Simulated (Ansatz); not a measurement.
**Straining Hf2S**

All numbers below come from DFT PBEsol, scalar-relativistic, plane waves, PAW in Ansatz. Run with 420 eV cutoff, 12×12×4 k-mesh, Gaussian smearing of 0.10 eV, no spin polarisation.

The relaxed crystal:

```xyz
6
Lattice="3.3465 0.0000 0.0000 -1.6733 2.8982 0.0000 0.0000 0.0000 11.6642" Properties=species:S:1:pos:R:3 pbc="T T T"
Hf    1.6733    0.9661   10.4817
Hf    0.0000    1.9321    4.6496
Hf    1.6733    0.9661    7.0147
Hf    0.0000    1.9321    1.1825
S     0.0000    0.0000    8.7482
S     0.0000    0.0000    2.9161
```

Deformation: biaxial strain in the a-b plane, with the length and tilt of c and the atoms relaxed, all within the symmetry that the strain leaves. Energies are extrapolated to zero smearing.

Spin–orbit coupling is left out, which can shift energies with elements as heavy as these.

| strain (%) | ΔE (meV/atom) | a (Å) | b (Å) | c (Å) |
| --- | --- | --- | --- | --- |
| -4.5 | 58.4 | 3.196 | 3.196 | 12.055 |
| -3.0 | 25.1 | 3.246 | 3.246 | 11.928 |
| -1.5 | 6.3 | 3.296 | 3.296 | 11.797 |
| +0.0 | 0.0 | 3.347 | 3.347 | 11.664 |
| +1.5 | 5.7 | 3.397 | 3.397 | 11.546 |
| +3.0 | 23.4 | 3.447 | 3.447 | 11.440 |
| +4.5 | 52.1 | 3.497 | 3.497 | 11.339 |

What stiffness (1/V) d²E/dε² at zero strain does a cubic fit over all points give?

A cubic fit gives (1/V) d²E/dε² = 464 GPa at zero strain (twice the biaxial modulus).

How does the free axis c answer a small strain?

Between the innermost points its strain is -0.72 times the applied one.